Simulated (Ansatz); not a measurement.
## CaF2: H interstitial

The calculation used DFT PBE, scalar-relativistic, plane waves, PAW (Ansatz 0.2.0). Run with 420 eV cutoff, 2×2×2 k-mesh, Gaussian smearing of 0.01 eV, collinear spin in charge 0 alone.

Host crystal, relaxed:

```
Ca F
1.0
     0.00000    2.75588    2.75588
     2.75588    0.00000    2.75588
     2.75588    2.75588    0.00000
Ca F
1 2
Direct
  0.00000 0.00000 0.00000
  0.75000 0.75000 0.75000
  0.25000 0.25000 0.25000
```

Supercell of 24 atoms, rows in host cell vectors: -2 0 0; 0 0 -2; 0 -2 0. Atoms relax at the host's cell from a start displaced at random by 0.06 Å near the defect, so other minima may exist. The cell is small, so energies carry finite-size errors of tenths of an eV. The host's Kohn–Sham gap is 7.14 eV. Atoms are taken from and returned to the elements' standard states. Charged cells are corrected for image charges with the computed static dielectric tensor (mean 8.7) and aligned with the host's potential at far atoms (alignment terms reach 0.38 eV; the program doubts the alignment in some charges, where it is up to 0.38 eV). No band-filling term is added, and the Fermi level counts from the host's valence band top.

Defect: H interstitial set at (0.500, 0.500, 0.500) of the host cell. In charge +1 some atom moved by up to 1.9 Å, so the relaxed defect can differ in kind from the start. Before relaxation its nearest neighbours are 8 F at 2.39 Å.

```json
{"charge": "+1", "E_f at the valence band top (eV)": "-2.12", "over the neutral state (eV)": "-4.73", "moment (μB)": "0.00", "largest move (Å)": "1.95", "atoms near the site": "1 F at 1.13 Å, 1 F at 1.14 Å, 2 Ca at 2.20 Å"}
{"charge": "0", "E_f at the valence band top (eV)": "2.60", "over the neutral state (eV)": "0.00", "moment (μB)": "1.00", "largest move (Å)": "0.03", "atoms near the site": "6 F at 2.41 Å, 2 F at 2.42 Å"}
{"charge": "-1", "E_f at the valence band top (eV)": "6.51", "over the neutral state (eV)": "3.90", "moment (μB)": "0.00", "largest move (Å)": "0.13", "atoms near the site": "8 F at 2.52 Å"}
```

Among the charges computed the stable one is +1 at the valence band top, changing to -1 at 4.31 eV. Other sites of the defect weren't tried.

Cost: 4 runs of about 18 core-minutes in all, on Intel Xeon Platinum 8259CL (Skylake/Cascade Lake) (shared hosts).